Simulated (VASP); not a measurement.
# GaN (F-43m) in VASP: a series of runs, part 2 of 2

VASP 6.6.1.

## 4. Single point, PBEsol-based global hybrid

This run uses another cell than the first one, of 11.90 Å³/atom, 1.040 times its volume.

Contents of POSCAR:

```
GaN
1.0
    0.0000000000      2.2831553320      2.2831553320
    2.2831553320      0.0000000000      2.2831553320
    2.2831553320      2.2831553320      0.0000000000
Ga N
1 1
Direct
    0.0000000000      0.0000000000      0.0000000000
    0.2500000000      0.2500000000      0.2500000000
```

Contents of INCAR.step1:

```
SYSTEM = GaN
PREC = Accurate
ENCUT = 520
EDIFF = 1E-5
ISMEAR = -1
SIGMA = 0.05
LREAL = .False.
LASPH = .True.
NELM = 60
ALGO = Normal
ISIF = 2
LWAVE = .True.
LCHARG = .False.
GGA = PE
NBANDS = 16
```

Contents of INCAR.step2:

```
SYSTEM = GaN
PREC = Accurate
ENCUT = 520
EDIFF = 1E-6
ISMEAR = -1
SIGMA = 0.05
LREAL = .False.
LASPH = .True.
NELM = 60
ALGO = Normal
ISIF = 2
LWAVE = .False.
LCHARG = .False.
GGA = PS
LHFCALC = .True.
AEXX = 0.25
PRECFOCK = Normal
HFRCUT = -1
ISTART = 1
NBANDS = 16
```

Contents of KPOINTS:

```
Automatic mesh
0
Gamma
  5 5 5
  0 0 0
```

Potentials or basis: VASP PAW PBE potentials, release 64 (Ga_d, N).

Command:

```
cat potpaw_PBE.64/Ga_d/POTCAR potpaw_PBE.64/N/POTCAR > POTCAR
cp INCAR.step1 INCAR
mpirun -np 1 vasp_std > vasp.out
cp INCAR.step2 INCAR
mpirun -np 1 vasp_std > vasp.out
```

OUTCAR:

```text
SYSTEM = GaN
   PREC = Accurate
   ENCUT = 520
   EDIFF = 1E-6
   ISMEAR = -1
   LREAL = .False.
   LASPH = .True.
   NELM = 60
   ISIF = 2
   GGA = PS
   LHFCALC = .True.
   AEXX = 0.25
   PRECFOCK = Normal
   ISTART = 1

 ion  position               nearest neighbor table
   1  0.000  0.000  0.000-   2 1.98   2 1.98   2 1.98   2 1.98
   2  0.250  0.250  0.250-   1 1.98   1 1.98   1 1.98   1 1.98

  LATTYP: Found a face centered cubic cell.
 ALAT       =     4.5663106640

  Lattice vectors:

 A1 = (   0.0000000000,   2.2831553320,   2.2831553320)
 A2 = (   2.2831553320,   0.0000000000,   2.2831553320)
 A3 = (   2.2831553320,   2.2831553320,   0.0000000000)

Analysis of symmetry for initial positions (statically):
=====================================================================
 Subroutine PRICEL returns:
 Original cell was already a primitive cell.

 Routine SETGRP: Setting up the symmetry group for a
 face centered cubic supercell.

 Subroutine GETGRP returns: Found 24 space group operations
 (whereof 24 operations were pure point group operations)
 out of a pool of 48 trial point group operations.

The static configuration has the point symmetry T_d .

Analysis of symmetry for dynamics (positions and initial velocities):
=====================================================================
 Subroutine PRICEL returns:
 Original cell was already a primitive cell.

 Routine SETGRP: Setting up the symmetry group for a
 face centered cubic supercell.

 Subroutine GETGRP returns: Found 24 space group operations
 (whereof 24 operations were pure point group operations)
 out of a pool of 48 trial point group operations.

The dynamic configuration has the point symmetry T_d .

 Subroutine INISYM returns: Found 24 space group operations
 (whereof 24 operations are pure point group operations),
 and found     1 'primitive' translations

----------------------------------------------------------------------------------------

                                     Primitive cell

  volume of cell :      23.8033

  direct lattice vectors                    reciprocal lattice vectors
     0.000000000  2.283155332  2.283155332    -0.218995174  0.218995174  0.218995174
     2.283155332  0.000000000  2.283155332     0.218995174 -0.218995174  0.218995174
     2.283155332  2.283155332  0.000000000     0.218995174  0.218995174 -0.218995174

  length of vectors
     3.228869236  3.228869236  3.228869236     0.379310769  0.379310769  0.379310769

  position of ions in fractional coordinates (direct lattice)
     0.000000000  0.000000000  0.000000000
     0.250000000  0.250000000  0.250000000

  ion indices of the primitive-cell ions
   primitive index   ion index
                 1           1
                 2           2

----------------------------------------------------------------------------------------

 KPOINTS: Automatic mesh

Automatic generation of k-mesh.
 Grid dimensions read from file:
 generate k-points for:    5    5    5

[... 23 lines left out ...]
  0.200000  0.200000  0.000000      6.000000
  0.400000  0.200000  0.000000     24.000000
 -0.400000  0.200000  0.000000     24.000000
 -0.200000  0.200000  0.000000     12.000000
  0.400000  0.400000  0.000000      6.000000
 -0.400000  0.400000  0.000000     12.000000
 -0.400000  0.400000  0.200000     24.000000
   k-points           NKPTS =     10   k-points in BZ     NKDIM =    125   number of bands    NBANDS=     16
   number of dos      NEDOS =    301   number of ions     NIONS =      2
   total plane-waves  NPLWV =  13824
   dimension x,y,z NGX =    24 NGY =   24 NGZ =   24
   dimension x,y,z NGXF=    48 NGYF=   48 NGZF=   48
   ions per type =               1   1
   NGX,Y,Z   is equivalent  to a cutoff of  12.36, 12.36, 12.36 a.u.
   NGXF,Y,Z  is equivalent  to a cutoff of  24.71, 24.71, 24.71 a.u.
 SYSTEM =  GaN
   PREC   = accura    normal or accurate (medium, high low for compatibility)
   ISTART =      1    job   : 0-new  1-cont  2-samecut
   ICHARG =      0    charge: 1-file 2-atom 10-const
   ISPIN  =      1    spin polarized calculation?
   LNONCOLLINEAR =      F non collinear calculations
   LSORBIT =      F    spin-orbit coupling
   LASPH  =      T    aspherical Exc in radial PAW
   ENCUT  =  520.0 eV  38.22 Ry    6.18 a.u.   6.00  6.00  6.00*2*pi/ulx,y,z
   NELM   =     60;   NELMIN=  2; NELMDL=  0     # of ELM steps
   EDIFF  = 0.1E-05   stopping-criterion for ELM
   LREAL  =      F    real-space projection
   EDIFFG = 0.1E-04   stopping-criterion for IOM
   NSW    =      0    number of steps for IOM
   IBRION =     -1    ionic relax: 0-MD 1-quasi-New 2-CG
   NFREE  =      0    steps in history (QN), initial steepest desc. (CG)
   ISIF   =      2    stress and relaxation
   ISYM   =      3    0-nonsym 1-usesym 2-fastsym
   POTIM  = 0.5000    time-step for ionic-motion
   TEBEG  =    0.0;   TEEND  =   0.0 temperature during run
   PSTRESS=    0.0 pullay stress
   NELECT =      18.0000    total number of electrons
   NUPDOWN=      -1.0000    fix difference up-down
   EMIN   =  10.00;   EMAX   =-10.00  energy-range for DOS
   EFERMI =   0.00;   METHOD = LEGACY
   ISMEAR =    -1;   SIGMA  =   0.05  broadening in eV -4-tet -1-fermi 0-gaus
   EFERMI_NEDOS =   21; number of points for ismear=-14 and -15
   IALGO  =     38    algorithm
   IMIX   =      1    mixing-type and parameters
     AMIX     =   0.40;   BMIX     =  1.00
     AMIX_MAG =   1.60;   BMIX_MAG =  1.00
  volume/ion in A,a.u.               =      11.90        80.32
  Fermi-wavevector in a.u.,A,eV,Ry     =   1.491490  2.818507 30.266718  2.224541
  Thomas-Fermi vector in A             =   2.604138
   LORBIT       =      0    0 simple, 1 ext, 2 COOP (PROOUT), +10 PAW based schemes
   GGA     = PS    functional components
   LHFCALC =     T    Hartree Fock is set to
   PRECFOCK=normal    Normal, Fast or Accurate (Low or Medium for compatibility)
   ENCUT4O =  -1.0   cutoff for four orbital integrals eV
   NKREDX  =     1    reduce k-point grid by
   NKREDY  =     1    reduce k-point grid by
   NKREDZ  =     1    reduce k-point grid by
   AEXX    =    0.2500 exact exchange contribution
   HFSCREEN=    0.0000 screening length (either q_TF or 0.3 A-1)
   HFSCREENC=   0.0000 screening length for correlation (either q_TF or 0.3 A-1)
   ENCUTFOCK=  -1.0 apply spherical cutoff to Coloumb kernel
   IVDW    =     0    specifies the selected vdW correction
   LEPSILON=     F    determine dielectric tensor
   LRPA    =     F    only Hartree local field effects (RPA)
 non-spin polarized calculation
  energy-cutoff  :      520.00
  volume of cell :       23.80
 maximum number of plane-waves:       656
  NGX = 20; NGY = 20; NGZ = 20

 number of electron      17.9999983 magnetization

 Free energy of the ion-electron system (eV)
  ---------------------------------------------------
  ext. energy  EPLUGINS =         0.00000000
  ---------------------------------------------------
  free energy    TOTEN  =       -16.28892549 eV

  energy without entropy =      -16.28892549  energy(sigma->0) =      -16.28892549

 E-fermi :   4.7096     XC(G=0):  -9.1768

 val. band max:        3.5807255584   @ k =   0.0000   0.0000   0.0000
 cond. band min:       6.9460488258   @ k =   0.0000   0.0000   0.0000
 fundamental gap:      3.3653232674
 Fermi energy:         4.7096367666

 k-point     1 :       0.0000    0.0000    0.0000
  band No.  band energies     occupation
      1     -13.5593      2.00000
      2     -12.0158      2.00000
      3     -12.0158      2.00000
      4     -12.0158      2.00000
      5     -11.7326      2.00000
      6     -11.7326      2.00000
[... 167 lines left out ...]
      3     -11.8591      2.00000
      4     -11.7634      2.00000
      5     -11.7100      2.00000
      6      -9.5329      2.00000
[... 8 lines left out ...]
     15      25.0150      0.00000
     16      28.7866      0.00000

------------------------ aborting loop because EDIFF is reached ----------------------------------------

  FORCE on cell =-STRESS in cart. coord.  units (eV):
  Direction    XX          YY          ZZ          XY          YZ          ZX
  --------------------------------------------------------------------------------------
  -------------------------------------------------------------------------------------
  Total       -1.8594691     -1.8594691     -1.8594691     -0.0000000      0.0000000     -0.0000000
  in kB     -125.1593170   -125.1593170   -125.1593170     -0.0000000      0.0000000     -0.0000000
  external PRESSURE =    -125.1593170 kB  Pullay stress =       0.0000000 kB

 VOLUME and BASIS-vectors are now :
 -----------------------------------------------------------------------------
  energy-cutoff  :      520.00
  volume of cell :       23.80
      direct lattice vectors                 reciprocal lattice vectors
     0.000000000  2.283155332  2.283155332    -0.218995174  0.218995174  0.218995174
     2.283155332  0.000000000  2.283155332     0.218995174 -0.218995174  0.218995174
     2.283155332  2.283155332  0.000000000     0.218995174  0.218995174 -0.218995174

 POSITION                                       TOTAL-FORCE (eV/Angst)
 -----------------------------------------------------------------------------------
      0.00000      0.00000      0.00000        -0.000000     -0.000000     -0.000000
      1.14158      1.14158      1.14158         0.000000      0.000000      0.000000
 -----------------------------------------------------------------------------------
    total drift:                               -0.000009     -0.000006     -0.000005

  FREE ENERGIE OF THE ION-ELECTRON SYSTEM (eV)
  ---------------------------------------------------
  free  energy   TOTEN  =       -16.2889254902 eV

  energy  without entropy=      -16.2889254902  energy(sigma->0) =      -16.28892549
```

Wall time 18 min (1 thread of AMD EPYC 7R43 (Zen 3), shared host); peak memory 0.11 GiB.

Results:

```yaml
Free_energy: -16.2889 eV
Pressure: -12.5 GPa
Band_gap_on_the_k_mesh: 3.37 eV, direct
```

Caveat: the k mesh is coarse (spacing up to 0.48 Å⁻¹), so the values aren't converged; the PAW data sets were made with another functional, which shifts forces and pressure a little.

## 5. Summary

```csv
cell,k mesh,mesh quality,gap on the mesh (eV),pressure (GPa)
"F-43m, 11.44 Å³/atom",6 × 6 × 6,not flagged,3.64,-5.8
"F-43m, 12.13 Å³/atom",5 × 5 × 5,coarse,3.22,-15.3
"F-43m, 11.9 Å³/atom",5 × 5 × 5,coarse,3.37,-12.5
```

Alike in all rows: task single point; level PBEsol-based global hybrid; potentials or basis VASP PAW PBE potentials, release 64 (Ga_d, N); no spin polarisation; cutoff (eV) 520; smearing fermi-dirac 0.05 eV.

Caveats: some runs use coarse meshes; the PAW data sets were made with another functional, which shifts forces and pressure a little (some runs); so large a pressure means that the cell lies far from this level's equilibrium, or that cutoff or potentials fall short (some runs); the potentials were made for another functional, which shifts forces and pressure (some runs).

Total energies depend on the potentials used, so only differences within one code and one set of settings carry meaning.

## 6. Against experiment

Step 2. Measured gap of GaN: 3.299 eV (direct; 0 K; a printed reference work, textbook). This calculation gives 3.64 eV (+0.34 eV). Spin-orbit coupling on Ga is left out. The value is that of PBEsol-based global hybrid, without temperature or zero-point motion. The cell is a database's relaxed one, not the measured one, which moves gaps too.
